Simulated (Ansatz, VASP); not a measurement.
**W in VASP and in Ansatz**

The input INCAR:

```
SYSTEM = W
PREC = Accurate
ENCUT = 520
EDIFF = 1E-6
ISMEAR = -1
SIGMA = 0.05
LREAL = .FALSE.
LASPH = .TRUE.
NELM = 60
ALGO = Normal
ISIF = 2
LWAVE = .FALSE.
LCHARG = .FALSE.
NBANDS = 13
```

Contents of KPOINTS:

```
regular mesh
0
G
  11 11 11
  0 0 0
```

The input POSCAR:

```
W
1.0
    0.0000000000      1.9885598007      1.9885598007
    1.9885598007      0.0000000000      1.9885598007
    1.9885598007      1.9885598007      0.0000000000
W
1
Direct
    0.0000000000      0.0000000000      0.0000000000
```

The input input.yaml:

```yaml
crystal:
  lattice:
    - [0.0, 1.9885598007, 1.9885598007]
    - [1.9885598007, 0.0, 1.9885598007]
    - [1.9885598007, 1.9885598007, 0.0]
  atoms:
    - { symbol: W, position: [0.0, 0.0, 0.0] }
hamiltonian:
  xc: lda
  pseudopotentials: { kind: paw }
kpoints:
  mp_grid: { grid: [11, 11, 11] }
scf:
  occupations: { method: fermi_dirac, width: 0.05 }
output:
  forces: true
  stress: true
  eigenvalues: true
  write_density: true
  write_potential: true
  elf: true
  volumetric_format: npy
```

This isn't the form of W at room conditions, which is bcc.

Alike in both runs: task single point; functional LDA; k mesh 11 × 11 × 11; occupations fermi-dirac, width 0.05 eV; no spin polarisation.

|  | VASP | Ansatz |
| --- | --- | --- |
| version | VASP 6.6.1 | Ansatz 0.2.0 |
| potentials or method | VASP PAW LDA potentials, release 64 (W_sv) | Ansatz PAW |
| plane-wave cutoff (eV) | 520 | 420 |
| valence electrons in the cell | 14 | 14 |

```csv
,VASP,Ansatz,Ansatz less VASP
gap on the k mesh at the Fermi level (eV),none,none,-
pressure (GPa),1.7,-0.2,-1.83
```

A gap of «none» marks a metal or a gap that the smearing closes.

Caveats: the PAW data sets come from PBE, with cores solved anew for the run's functional, which leaves a small shift of forces and pressure (Ansatz). Spin-orbit coupling is left out, which matters for the levels of W.
